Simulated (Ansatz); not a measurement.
# Two inputs for SiO2

Cell: a Materials Project structure (computed, not necessarily an observed phase), atoms as given.

```cif
data_structure
_symmetry_space_group_name_H-M 'P 1'
_symmetry_Int_Tables_number 1
_cell_length_a 8.5735
_cell_length_b 8.5735
_cell_length_c 8.5735
_cell_angle_alpha 110.361
_cell_angle_beta 110.361
_cell_angle_gamma 107.705
_cell_volume 484.77
loop_
_atom_site_label
_atom_site_type_symbol
_atom_site_fract_x
_atom_site_fract_y
_atom_site_fract_z
_atom_site_occupancy
Si1 Si 0.59107 0.40893 0.50000 1
Si2 Si 0.15893 0.15893 0.31785 1
Si3 Si 0.84107 0.84107 0.68215 1
Si4 Si 0.90893 0.09107 0.50000 1
Si5 Si 0.15893 0.84107 0.00000 1
Si6 Si 0.59107 0.09107 0.18215 1
Si7 Si 0.90893 0.40893 0.81785 1
Si8 Si 0.84107 0.15893 0.00000 1
O9 O 0.60088 0.28494 0.31594 1
O10 O 0.03494 0.21901 0.18406 1
O11 O 0.03494 0.85088 0.81594 1
O12 O 0.14912 0.96506 0.18406 1
O13 O 0.78099 0.96506 0.81594 1
O14 O 0.96901 0.28494 0.68406 1
O15 O 0.71506 0.03099 0.31594 1
O16 O 0.71506 0.39912 0.68406 1
O17 O 0.67195 0.62500 0.54695 1
O18 O 0.37500 0.32805 0.45305 1
O19 O 0.87500 0.92195 0.54695 1
O20 O 0.07805 0.12500 0.45305 1
O21 O 0.07805 0.62500 0.95305 1
O22 O 0.37500 0.92195 0.04695 1
O23 O 0.87500 0.32805 0.95305 1
O24 O 0.67195 0.12500 0.04695 1
```

Atom numbers follow the list; atoms alike are taken as one site, whose name carries the number of the first.

Reference run. Computed with Ansatz: DFT, PBE, plane waves and PAW (field gradients read without the response of the frozen cores, which leaves them typically 4 to 6 % off), scalar-relativistic, 420 eV cutoff, Γ-centred 4×4×4 k-points, Fermi–Dirac smearing 0.02 eV.

Task: The input is changed as follows: `scf.initial_density.chi_scale`: not typed → 0.1; `kpoints.mp_grid.grid`: [4, 4, 4] → [5, 5, 5]; `scf.occupations.method`: fermi_dirac → cold; `scf.occupations.width`: 0.02 → 0.01. What happens to V_zz (10²¹ V/m²) and η?

Result: 

| site | atom | V_zz reference | η reference | V_zz changed | η changed |
| --- | --- | --- | --- | --- | --- |
| Si | 1 | 0.88 | 0.95 | 0.88 | 0.95 |
| O9 | 9 | 9.68 | 0.12 | 9.68 | 0.12 |
| O17 | 17 | 9.88 | 0.12 | 9.89 | 0.12 |

No V_zz moves by more than 0.01. The gap of 5.8 eV is far wider than the smearing, so the levels stay full or empty whatever the smearing's form; with a small gap this would fail. SCF iterations: 7 and 9.

On the reference run: The largest force is 0.3 eV/Å, so the atoms aren't at the calculated equilibrium and relaxing them would move these values.
